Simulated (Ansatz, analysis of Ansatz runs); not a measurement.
## TiO2(100): segregation of Hf_Ti

How does the energy of Hf_Ti change with depth under the (100) face of TiO2? Model: a cell of 96 host atoms with 1 Ti taken out and 1 Hf put in, a symmetric slab with vacuum.

Main program and level: Ansatz 0.2.0; plane-wave PAW DFT, PBEsol and LDA; a slab with vacuum, neutral defects.

**1. The starting structure**

The cell holds 96 atoms: 31 Ti, 64 O and 1 Hf. Its edges and angles: a = 9.818 Å, b = 11.039 Å, c = 22.000 Å, α = 90.0°, β = 90.0°, γ = 90.0°. It derives from TiO2 (space group Pbcn), repeated 2×2×1. Vacuum lies along c. Nearest the centre at fractional (0.642, 0.445, 0.652): Hf56 at 0.00 Å, O70 at 1.77 Å, O91 at 1.82 Å, O90 at 1.87 Å, O69 at 1.99 Å, O23 at 2.07 Å, Ti78 at 2.74 Å, Ti30 at 2.74 Å.

The cell's shortest repeat is 9.8 Å.

**2. The clean slab**

The slab is cut stoichiometric, symmetric and without a dipole, at the in-plane lattice of the database's bulk structure, and all its atoms relax. Miller indices refer to pymatgen's conventional standard cell, whose axes can be ordered otherwise than in the space-group symbol.

Input file slab/input.yaml:

```yaml
crystal:
  lattice:
    - [4.909197, 0.0, 0.0]
    - [0.0, 5.519619, 0.0]
    - [0.0, 0.0, 22.0]
  atoms:
    - { symbol: Ti, position: [0.25, 0.3270091, 0.3450449] }
    - { symbol: Ti, position: [0.75, 0.1729909, 0.4483483] }
    - { symbol: Ti, position: [0.75, 0.6729909, 0.3450449] }
    - { symbol: Ti, position: [0.25, 0.8270091, 0.4483483] }
    - { symbol: Ti, position: [0.25, 0.3270091, 0.5516517] }
    - { symbol: Ti, position: [0.75, 0.1729909, 0.6549551] }
    - { symbol: Ti, position: [0.75, 0.6729909, 0.5516517] }
    - { symbol: Ti, position: [0.25, 0.8270091, 0.6549551] }
    - { symbol: O, position: [0.9186491, 0.3817246, 0.3922648] }
    - { symbol: O, position: [0.0813509, 0.1182754, 0.4955682] }
    - { symbol: O, position: [0.4186491, 0.1182754, 0.4011284] }
    - { symbol: O, position: [0.5813509, 0.3817246, 0.297825] }
    - { symbol: O, position: [0.4186491, 0.6182754, 0.3922648] }
    - { symbol: O, position: [0.5813509, 0.8817246, 0.4955682] }
    - { symbol: O, position: [0.9186491, 0.8817246, 0.4011284] }
    - { symbol: O, position: [0.0813509, 0.6182754, 0.297825] }
    - { symbol: O, position: [0.9186491, 0.3817246, 0.5988716] }
    - { symbol: O, position: [0.0813509, 0.1182754, 0.702175] }
    - { symbol: O, position: [0.4186491, 0.1182754, 0.6077352] }
    - { symbol: O, position: [0.5813509, 0.3817246, 0.5044318] }
    - { symbol: O, position: [0.4186491, 0.6182754, 0.5988716] }
    - { symbol: O, position: [0.5813509, 0.8817246, 0.702175] }
    - { symbol: O, position: [0.9186491, 0.8817246, 0.6077352] }
    - { symbol: O, position: [0.0813509, 0.6182754, 0.5044318] }
basis:
  ecutwfc: 420
  xc_grid: 2
hamiltonian:
  xc: pbesol
  pseudopotentials: { kind: paw, azcp: { folder: soft_1 }, xc_functional: pbe }
kpoints:
  mp_grid: { grid: [2, 2, 1] }
scf:
  occupations: { method: fermi_dirac, width: 0.01 }
  max_iter: 100
relax:
  f_tol: 0.01
  max_steps: 100
  random_displacement: { amplitude: 0.03, seed: 2295 }
output:
  forces: true
  eigenvalues: true
```

Command:

```bash
ansatz run input.yaml --threads 32 --pin off --max-ram 84787MiB --backend cuda --events-out ev --progress --plain --runs-dir out --max-vram 78GiB
```

Numbers of over 12 decimals in the logs are rounded to 6 here.

The program printed:

```text
[...]
Engine: ansatz 0.2.0, aarch64-unknown-linux-gnu
[...]
Pseudopotential: Ti, paw, valence charge 12, recommended cutoff 420 eV (normal), soft_1/Ti.paw.azcp
Pseudopotential: O, paw, valence charge 6, recommended cutoff 420 eV (normal), soft_1/O.paw.azcp
Functional definition: PBEsol
[...]
Crystal: 24 atoms, lattice volume = 596.132 Å³
Basis set: ecut = 420 eV, 11643 PW (Γ), exchange–correlation on 72×80×300 points (8 copies of the dense FFT grid, shifted against one another)
Bands: 120, of which v1, the nominal top of the filled ones, is band 96 counted from 1 (95 counted from 0)
[...]
k-points: 4
[...]
Functional: x = pbesol(κ = 0.804, μ = 0.123457), c = pbesol(β = 0.046)
[...]
SCF 1 converged in 15 iterations: F = -28789.825812 eV  dr2 = 2.40e-6
[...]
relax step   1: F+E_penalty+E_count = -28789.82581230 eV  Δ(F+E_penalty+E_count) = +0.000e0 eV  max|allowed force component| = 4.440e0 eV/Å  Δτ_max = 0.0000 Å  (15 SCF iters, dr2 threshold 2.50e-6 eV, [...]
[...]
SCF 2 converged in 8 iterations: F = -28792.689913 eV  dr2 = 2.71e-5
relax step   2: F+E_penalty+E_count = -28792.68991259 eV  Δ(F+E_penalty+E_count) = -2.864e0 eV  max|allowed force component| = 2.698e0 eV/Å  Δτ_max = 0.1776 Å  (8 SCF iters, dr2 threshold 1.00e-4 eV,  [...]
[...]
SCF 9 converged in 6 iterations: F = -28794.417197 eV  dr2 = 4.37e-8
[...]
SCF converged after 6 iterations
[...]
--- Relaxed structure (9 steps of the walk, 9 accepted, 0 SCFs on fresh bases) ---
[...]
```

Elapsed: 7.1 s, on 1 × NVIDIA GB200 with 32 threads of Arm Neoverse V2, shared host; peak memory 1.2 GiB; 27 s of CPU time.

Step by step:

```tsv
step	energy less that of the first step (eV)	largest force component (eV/Å)
1	0.0000	4.4397
2	-2.8641	2.6982
3	-4.3822	0.7664
4	-4.5497	0.3751
5	-4.5760	0.1880
6	-4.5879	0.0779
7	-4.5911	0.0218
8	-4.5913	0.0108
9	-4.5914	0.0022
```

The atoms that moved most (Å, from the sites as typed, ahead of the random displacement, the mean shift of all atoms taken out):

```tsv
atom	dx	dy	dz	length
Ti3	0.172	-0.342	0.073	0.390
Ti1	0.172	0.342	0.072	0.390
Ti8	0.172	0.342	-0.073	0.390
Ti6	0.172	-0.342	-0.073	0.390
Ti2	-0.108	-0.129	0.020	0.169
Ti7	-0.108	-0.129	-0.020	0.169
Ti5	-0.108	0.129	-0.020	0.169
Ti4	-0.108	0.129	0.020	0.169
```

Final coordinates:

```xyz
24
Lattice="4.9092 0.0000 0.0000 0.0000 5.5196 0.0000 0.0000 0.0000 22.0000" Properties=species:S:1:pos:R:3
Ti    1.3948    2.1490    7.6646
Ti    3.5700    0.8273    9.8847
Ti    3.8494    3.3739    7.6648
Ti    1.1156    4.6951    9.8851
Ti    1.1155    1.9353   12.1174
Ti    3.8494    0.6144   14.3378
Ti    3.5700    3.5871   12.1178
Ti    1.3948    4.9088   14.3378
O     4.5141    2.0242    8.6880
O     0.3793    0.6645   10.9148
O     2.0419    0.6547    8.8075
O     2.8032    2.2518    6.5997
O     2.0595    3.4985    8.6882
O     2.8338    4.8585   10.9148
O     4.4964    4.8680    8.8079
O     0.3485    3.2712    6.5998
O     4.4966    2.1086   13.1949
O     0.3484    0.5113   15.4028
O     2.0594    0.7389   13.3143
O     2.8339    2.0987   11.0877
O     2.0420    3.4147   13.1949
O     2.8030    5.0121   15.4028
O     4.5140    4.7844   13.3143
O     0.3794    3.4243   11.0877
```

With the common shift taken out, atoms move by up to 0.39 Å from the bulk-cut sites, and by up to 0.07 Å along the normal.

On a dense mesh the slab's energy differs by 2 meV an atom, so the sampling is kept; the layers are compared at one sampling, where most of this error should cancel, which was not tested.

**3. Does the supercell reconstruct?**

The clean supercell is relaxed from displaced atoms, since a reconstruction that only the larger cell allows would otherwise be counted to the defect.

Input file pristine.relax/input.yaml:

```yaml
crystal:
  lattice:
    - [9.818394, 0.0, 0.0]
    - [0.0, 11.039238, 0.0]
    - [0.0, 0.0, 22.0]
  atoms:
    - { symbol: Ti, position: [0.14206338, 0.19466962, 0.34839264] }
    - { symbol: Ti, position: [0.36360333, 0.0749398, 0.44930243] }
    - { symbol: Ti, position: [0.39206101, 0.30562757, 0.34840157] }
    - { symbol: Ti, position: [0.11362425, 0.42531383, 0.44932314] }
[... 86 atom lines left out ...]
    - { symbol: O, position: [0.70975411, 0.56693395, 0.60519655] }
    - { symbol: O, position: [0.7886357, 0.69010907, 0.50398702] }
    - { symbol: O, position: [0.70797673, 0.80932443, 0.599768] }
    - { symbol: O, position: [0.78548412, 0.95402577, 0.70012504] }
    - { symbol: O, position: [0.95975299, 0.93339585, 0.60519643] }
    - { symbol: O, position: [0.53863868, 0.81019429, 0.5039848] }
basis:
  ecutwfc: 420
  xc_grid: 2
hamiltonian:
  xc: pbesol
  pseudopotentials: { kind: paw, azcp: { folder: soft_1 }, xc_functional: pbe }
kpoints:
  mp_grid: { grid: [1, 1, 1] }
scf:
  occupations: { method: fermi_dirac, width: 0.01 }
  max_iter: 100
output:
  forces: true
relax:
  f_tol: 0.015
  max_steps: 80
  random_displacement: { amplitude: 0.05, seed: 2304 }
```

The program printed:

```text
[...]
Crystal: 96 atoms, lattice volume = 2384.527 Å³
Basis set: ecut = 420 eV, 46709 PW (Γ), exchange–correlation on 144×150×300 points (8 copies of the dense FFT grid, shifted against one another)
Bands: 480, of which v1, the nominal top of the filled ones, is band 384 counted from 1 (383 counted from 0)
[...]
k-points: 1
[...]
SCF 1 converged in 15 iterations: F = -115175.593710 eV  dr2 = 5.49e-7
[...]
relax step   1: F+E_penalty+E_count = -115175.59370959 eV  Δ(F+E_penalty+E_count) = +0.000e0 eV  max|allowed force component| = 2.378e0 eV/Å  Δτ_max = 0.0000 Å  (15 SCF iters, dr2 threshold 5.63e-6 eV [...]
[...]
SCF 2 converged in 7 iterations: F = -115177.172319 eV  dr2 = 4.53e-5
[...]
SCF 6 converged in 7 iterations: F = -115177.668778 eV  dr2 = 5.45e-8
relax step   6: F+E_penalty+E_count = -115177.66877842 eV  Δ(F+E_penalty+E_count) = -1.263e-4 eV  max|allowed force component| = 5.505e-3 eV/Å  Δτ_max = 0.0036 Å  (7 SCF iters, accepted)
SCF converged after 7 iterations
[...]
```

Wall time 8.4 s (1 × NVIDIA GB200 with 32 threads); peak memory 1.5 GiB.

Atoms end at most 0.00 Å from the small cell's positions, so the small cell's structure is at least a local minimum.

**4. The defect, layer by layer**

Each layer's defect is relaxed from random displacements. Layer 1 is shown in full.

Input file layer1_M0.relax/input.yaml:

```yaml
crystal:
  lattice:
    - [9.818394, 0.0, 0.0]
    - [0.0, 11.039238, 0.0]
    - [0.0, 0.0, 22.0]
  atoms:
    - { symbol: Ti, position: [0.14202305, 0.19467745, 0.34838394] }
    - { symbol: Ti, position: [0.36357981, 0.07497496, 0.44930576] }
[... 3 atom lines left out ...]
    - { symbol: Ti, position: [0.39206037, 0.05563613, 0.65171435] }
    - { symbol: Ti, position: [0.36366112, 0.32489968, 0.55080942] }
    - { symbol: Ti, position: [0.14205927, 0.44467753, 0.65169641] }
[... 5 atom lines left out ...]
    - { symbol: O, position: [0.28867052, 0.44007954, 0.49612315] }
[... 2 atom lines left out ...]
    - { symbol: O, position: [0.45796065, 0.19100409, 0.59975642] }
[... 2 atom lines left out ...]
    - { symbol: O, position: [0.28863942, 0.19009982, 0.50398072] }
    - { symbol: O, position: [0.20795156, 0.30929744, 0.59976465] }
    - { symbol: O, position: [0.2854632, 0.45405498, 0.70012702] }
    - { symbol: O, position: [0.45972029, 0.43341157, 0.60519631] }
    - { symbol: O, position: [0.0386583, 0.31019447, 0.50398724] }
[... 1 atom line left out ...]
    - { symbol: Ti, position: [0.36359984, 0.57492986, 0.44933808] }
[... 3 atom lines left out ...]
    - { symbol: Ti, position: [0.39206235, 0.55566847, 0.65171884] }
    - { symbol: Ti, position: [0.36365482, 0.82497161, 0.55078548] }
[... 2 atom lines left out ...]
    - { symbol: O, position: [0.03862243, 0.56017408, 0.4961442] }
[... 6 atom lines left out ...]
    - { symbol: O, position: [0.4579556, 0.6910171, 0.59975307] }
    - { symbol: O, position: [0.03549161, 0.5463434, 0.70012028] }
    - { symbol: O, position: [0.2097542, 0.56689605, 0.60517062] }
    - { symbol: O, position: [0.28862298, 0.69009537, 0.50396732] }
[... 7 atom lines left out ...]
    - { symbol: Ti, position: [0.61359678, 0.42536272, 0.44929386] }
    - { symbol: Ti, position: [0.61366344, 0.17536105, 0.55079121] }
    - { symbol: Ti, position: [0.892095, 0.05562345, 0.65171899] }
    - { symbol: Ti, position: [0.86361254, 0.32497054, 0.55078919] }
    - { symbol: Hf, position: [0.64206071, 0.44465967, 0.65169995] }
[... 1 atom line left out ...]
    - { symbol: O, position: [0.53865605, 0.06022802, 0.49613061] }
[... 3 atom lines left out ...]
    - { symbol: O, position: [0.78863618, 0.44007247, 0.49613009] }
[... 2 atom lines left out ...]
    - { symbol: O, position: [0.95796653, 0.19100346, 0.59978328] }
    - { symbol: O, position: [0.53549177, 0.04633985, 0.70012711] }
    - { symbol: O, position: [0.7097712, 0.06690707, 0.60520349] }
    - { symbol: O, position: [0.78864996, 0.19011326, 0.50398494] }
    - { symbol: O, position: [0.70795701, 0.30930177, 0.59976739] }
    - { symbol: O, position: [0.78547231, 0.45400806, 0.70012475] }
    - { symbol: O, position: [0.95975383, 0.43342061, 0.60518729] }
    - { symbol: O, position: [0.53863727, 0.31017677, 0.50397556] }
[... 1 atom line left out ...]
    - { symbol: Ti, position: [0.8636356, 0.57496617, 0.44933022] }
[... 2 atom lines left out ...]
    - { symbol: Ti, position: [0.61361563, 0.67533554, 0.55079441] }
    - { symbol: Ti, position: [0.89205834, 0.55564547, 0.65172198] }
    - { symbol: Ti, position: [0.8635765, 0.82499583, 0.55080126] }
    - { symbol: Ti, position: [0.64206697, 0.94468444, 0.65172685] }
[... 1 atom line left out ...]
    - { symbol: O, position: [0.5386173, 0.560184, 0.49613543] }
[... 6 atom lines left out ...]
    - { symbol: O, position: [0.95794807, 0.69100424, 0.59976451] }
    - { symbol: O, position: [0.53550906, 0.54635249, 0.70011478] }
    - { symbol: O, position: [0.70974048, 0.56689573, 0.60518001] }
    - { symbol: O, position: [0.78861848, 0.69011969, 0.50398072] }
    - { symbol: O, position: [0.70793961, 0.80931417, 0.59976216] }
[... 2 atom lines left out ...]
    - { symbol: O, position: [0.53863099, 0.81022299, 0.50398323] }
basis:
  ecutwfc: 420
  xc_grid: 2
hamiltonian:
  xc: pbesol
  pseudopotentials: { kind: paw, azcp: { folder: soft_1 }, xc_functional: pbe }
kpoints:
  mp_grid: { grid: [1, 1, 1] }
scf:
  occupations: { method: fermi_dirac, width: 0.01 }
  max_iter: 80
output:
  forces: true
relax:
  f_tol: 0.03
  max_steps: 90
  random_displacement: { amplitude: 0.05, seed: 2296 }
```

The program printed:

```text
[...]
Crystal: 96 atoms, lattice volume = 2384.527 Å³
Basis set: ecut = 420 eV, 46709 PW (Γ), exchange–correlation on 144×150×300 points (8 copies of the dense FFT grid, shifted against one another)
Bands: 487, of which v1, the nominal top of the filled ones, is band 391 counted from 1 (390 counted from 0)
[...]
SCF iter  13: F=-128300.017365 eV  HF=-128300.017336 eV  |F-HF|=2.86e-5  |Δ(HF+E_count)|=   5.59e-5  Δρ=2.32e-5  dr2=6.04e-6  ethr=2.88e-9  ⟨swp⟩=5.0  Hψ=1539  notcnv=0
SCF 1 converged in 13 iterations: F = -128300.017365 eV  dr2 = 6.04e-6
[...]
relax step   1: F+E_penalty+E_count = -128300.01736482 eV  Δ(F+E_penalty+E_count) = +0.000e0 eV  max|allowed force component| = 4.170e0 eV/Å  Δτ_max = 0.0000 Å  (13 SCF iters, dr2 threshold 2.25e-5 eV [...]
[...]
SCF 2 converged in 7 iterations: F = -128302.327514 eV  dr2 = 7.41e-5
[...]
relax step   9: F+E_penalty+E_count = -128302.85760742 eV  Δ(F+E_penalty+E_count) = -6.975e-4 eV  max|allowed force component| = 1.329e-2 eV/Å  Δτ_max = 0.0089 Å  (8 SCF iters, accepted)
[...]
```

Run time: 8.9 s. Hardware: 1 × NVIDIA GB200 with 32 threads; peak memory 1.7 GiB.

The steps of the relaxation:

```tsv
step	energy less that of the first step (eV)	largest force component (eV/Å)
1	0.0000	4.1698
2	-2.3101	0.9047
3	-2.5406	1.1174
4	-2.8024	0.3379
5	-2.8291	0.1820
6	-2.8355	0.0924
7	-2.8371	0.0851
8	-2.8395	0.0378
9	-2.8402	0.0133
```

The atoms that moved most (Å, from the sites as typed, ahead of the random displacement, the mean shift of all atoms taken out):

```tsv
atom	dx	dy	dz	length
O70	0.049	0.217	0.192	0.294
Hf56	-0.052	-0.131	0.139	0.198
O90	-0.143	0.063	0.089	0.180
O42	0.064	0.090	-0.031	0.114
O71	-0.068	-0.010	0.078	0.104
Ti78	-0.003	0.064	0.076	0.100
O69	0.043	-0.085	0.026	0.099
Ti30	-0.063	0.057	0.012	0.085
```

Neighbours of Hf56 at the end:

```tsv
atom	distance (Å)
O70	1.932
O91	1.962
O90	2.014
O69	2.056
O23	2.131
Ti30	2.845
Ti78	2.879
O71	3.287
```

All relaxations:

```tsv
layer	depth (Å)	moment (μB)	outcome	structures computed	largest displacement from the input (Å)	time
1	1.07	0	converged	9	0.29	8.9 s
2	3.29	0	converged	11	0.16	11 s
```

The relaxation ends 30 meV an atom lower than the displaced start, with a largest force component of 0.013 eV/Å.

(Continued in part 2 of 2.)

[Logs are printed without paths, hosts, clocks, repeated set-up lines and the standing remarks that a program may print on its own settings, such as how far it seeks lower states.]

[Hosts, paths, dates, database ids (printed as entryN), source tags and the programs' standing remarks are cut or masked in the printed files.]

[Maps of the electrostatic potential energy from Ansatz leave out the sawtooth potential of an applied field or a dipole correction, so their vacuum need not be flat.]
